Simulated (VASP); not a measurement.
Input of a VASP 6.6.1 run:

Contents of POSCAR:

```
GaSe
1.0
    3.7736663367      0.0000000000      0.0000000000
   -1.8868331683      3.2680909130      0.0000000000
    0.0000000000      0.0000000000     16.6515560287
Ga Se
4 4
Direct
    0.3333333333      0.6666666667      0.1768014893
    0.6666666667      0.3333333333      0.6768014893
    0.3333333333      0.6666666667      0.3231985107
    0.6666666667      0.3333333333      0.8231985107
    0.3333333333      0.6666666667      0.6076095004
    0.6666666667      0.3333333333      0.1076095004
    0.3333333333      0.6666666667      0.8923904996
    0.6666666667      0.3333333333      0.3923904996
```

INCAR.step1

```
SYSTEM = GaSe
ALGO = Normal
EDIFF = 1E-4
ENCUT = 520
GGA = PE
ISMEAR = 0
LASPH = .TRUE.
LCHARG = .FALSE.
LREAL = .FALSE.
LWAVE = .TRUE.
NBANDS = 48
NELM = 100
PREC = Accurate
SIGMA = 0.1
```

File INCAR.step2:

```
SYSTEM = GaSe
ALGO = Normal
EDIFF = 1E-6
ENCUT = 520
ISIF = 2
ISMEAR = 0
ISTART = 1
LASPH = .TRUE.
LCHARG = .FALSE.
LMIXTAU = .TRUE.
LREAL = .FALSE.
LWAVE = .FALSE.
METAGGA = R2SCAN
NBANDS = 48
NELM = 100
PREC = Accurate
SIGMA = 0.1
```

KPOINTS

```
k-points
0
G
  6 6 1
  0 0 0
```

Potentials or basis: VASP PAW PBE potentials, release 64 (Ga_d, Se).

The run is started by

```bash
$ cat potpaw_PBE.64/Ga_d/POTCAR potpaw_PBE.64/Se/POTCAR > POTCAR
$ cp INCAR.step1 INCAR
$ mpirun -np 1 vasp_std > vasp.out
$ cp INCAR.step2 INCAR
$ mpirun -np 1 vasp_std > vasp.out
```

Question: Estimate the pressure.

Answer: 0.1 GPa.

Question: Predict the largest force.

Answer: 0.019 eV/Å.

Question: What does it give for the band gap on the k mesh?

Answer: 1.55 eV, direct.

Forces on the atoms (eV/Å):
```
Ga   0.000  0.000  0.019
Ga   0.000  0.000  0.019
Ga   0.000  0.000 -0.019
Ga   0.000  0.000 -0.019
Se   0.000  0.000 -0.010
Se   0.000  0.000 -0.010
Se   0.000  0.000  0.010
Se   0.000  0.000  0.010
```

Caveat: the PAW data sets were made with another functional, which shifts forces and pressure a little; an odd mesh through Γ misses points on the zone boundary, where band edges often lie.
